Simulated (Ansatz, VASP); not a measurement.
Two plane-wave programs on Be

Contents of INCAR:

```
SYSTEM = Be
  ALGO = Fast
  EDIFF = 1E-6
  ENCUT = 520
  GGA = PE
  ISIF = 2
  ISMEAR = 0
  LASPH = .True.
  LCHARG = .True.
  LELF = .True.
  LREAL = .False.
  LVHAR = .True.
  LWAVE = .False.
  NBANDS = 9
  NELM = 60
  PREC = Accurate
  SIGMA = 0.15
```

The input KPOINTS:

```
k-points
0
Gamma
  24 24 14
  0 0 0
```

The input POSCAR:

```
Be
1.0
    2.4144770842      0.0000000000      0.0000000000
   -1.2072385421      2.0909984917      0.0000000000
    0.0000000000      0.0000000000      3.5108775000
Be
2
Direct
    0.3333333333      0.6666666667      0.2500000000
    0.6666666667      0.3333333333      0.7500000000
```

Input for Ansatz:

```yaml
crystal:
  lattice:
    - [2.4144770842, 0.0, 0.0]
    - [-1.2072385421, 2.0909984917, 0.0]
    - [0.0, 0.0, 3.5108775]
  atoms:
    - { symbol: Be, position: [0.3333333333, 0.6666666667, 0.25] }
    - { symbol: Be, position: [0.6666666667, 0.3333333333, 0.75] }
basis:
  ecutwfc: 420
kpoints:
  mp_grid: { grid: [24, 24, 14] }
hamiltonian:
  xc: pbe
scf:
  occupations: { method: gaussian, width: 0.15 }
output:
  forces: true
  stress: true
  eigenvalues: true
```

Change from the starting cell: strain +0.050 along x and y, -0.025 along z, atoms carried along.

Alike in both runs: task single point; functional PBE; k mesh 24 × 24 × 14; occupations gaussian, width 0.15 eV; no spin polarisation.

|  | VASP | Ansatz |
| --- | --- | --- |
| version | VASP 6.6.1 | Ansatz 0.2.0 |
| potentials or method | VASP PAW PBE potentials, release 64 (Be) | scalar-relativistic, plane waves, PAW |
| plane-wave cutoff (eV) | 520 | 420 |
| valence electrons in the cell | 4 | 4 |

```tsv
	VASP	Ansatz	Ansatz less VASP
gap on the k mesh at the Fermi level (eV)	none	none	-
pressure (GPa)	-10.2	-10.3	-0.10
largest component of the traceless stress (GPa)	12.03	11.99	-0.037
```

A gap of «none» marks a metal or a gap that the smearing closes.
